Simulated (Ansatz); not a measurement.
The guess for SiO2 was made by a generator: random cell by space group and Wyckoff sites (Immm, No. 71). The dimensions are guesses.

```cif
data_structure
_symmetry_space_group_name_H-M 'Immm'
_symmetry_Int_Tables_number 71
_cell_length_a 3.2684
_cell_length_b 3.7391
_cell_length_c 5.6247
_cell_angle_alpha 90.000
_cell_angle_beta 90.000
_cell_angle_gamma 90.000
_cell_volume 68.74
loop_
_atom_site_label
_atom_site_type_symbol
_atom_site_symmetry_multiplicity
_atom_site_Wyckoff_symbol
_atom_site_fract_x
_atom_site_fract_y
_atom_site_fract_z
_atom_site_occupancy
Si1 Si 2 b 0.50000 0.00000 0.00000 1
O1 O 2 d 0.00000 0.50000 0.00000 1
O2 O 2 a 0.00000 0.00000 0.00000 1
```

The calculation used DFT PBE, scalar-relativistic, plane waves, PAW (Ansatz 0.2.0). Cutoff 420 eV, Gaussian smearing, Γ-centred meshes. Cell and atoms relax first on a coarse mesh and then on a finer one. In between, the cell is made exact in the group found at 0.06 Å. In metals the finer mesh still leaves noise of several meV/atom or more. The steps can't lower the symmetry of their start. No spin polarisation in the relaxation; trial moments died out in a coarse test.

A guess keeps its type if space group and coordination stay and the shape of the cell changes little (axis ratios within about 15 %, angles within 6°); the volume may change.

Question: Does it keep its structure type, or change into something else?

Answer: It doesn't keep its type. The symmetry goes from Immm (No. 71) to I4/mmm (No. 139). The volume per atom grows by 6.4 %, from 11.5 to 12.2 Å³. The shortest distance goes from 1.63 Å (Si–O) to 1.67 Å (Si–O). Counting neighbours within 15 % of an atom's shortest distance, the start has O 2/4, Si 2 and the end O 2, Si 4. In detail, at the end Si has 4 O at 1.67 Å; O has 2 Si at 1.67 Å.

```cif
data_structure
_symmetry_space_group_name_H-M 'I4/mmm'
_symmetry_Int_Tables_number 139
_cell_length_a 3.3428
_cell_length_b 3.3428
_cell_length_c 6.5431
_cell_angle_alpha 90.000
_cell_angle_beta 90.000
_cell_angle_gamma 90.000
_cell_volume 73.12
loop_
_atom_site_label
_atom_site_type_symbol
_atom_site_symmetry_multiplicity
_atom_site_Wyckoff_symbol
_atom_site_fract_x
_atom_site_fract_y
_atom_site_fract_z
_atom_site_occupancy
Si1 Si 2 b 0.50000 0.50000 0.00000 1
O1 O 4 c 0.50000 0.00000 0.00000 1
```

The zero of energy is the elements' standard structures at the same level (O₂ as a molecule); no fitted shifts are applied.

Question: At what energy does it end?

Answer: −1.70 eV/atom.

The last run used a 20×20×20 mesh for its 3-atom cell and Gaussian smearing of 0.10 eV. No dispersion correction is applied, so the spacing and binding between layers, chains or molecules are poorly described. Symmetry constrained the relaxation, so the result can be a saddle point. Another cell of SiO2 relaxed alike, in I-42d (a cell as deposited in COD), lies 1.09 eV/atom lower, so this cell isn't the stable form at this level.

In counts of neighbours, a slash parts the counts of unlike sites.
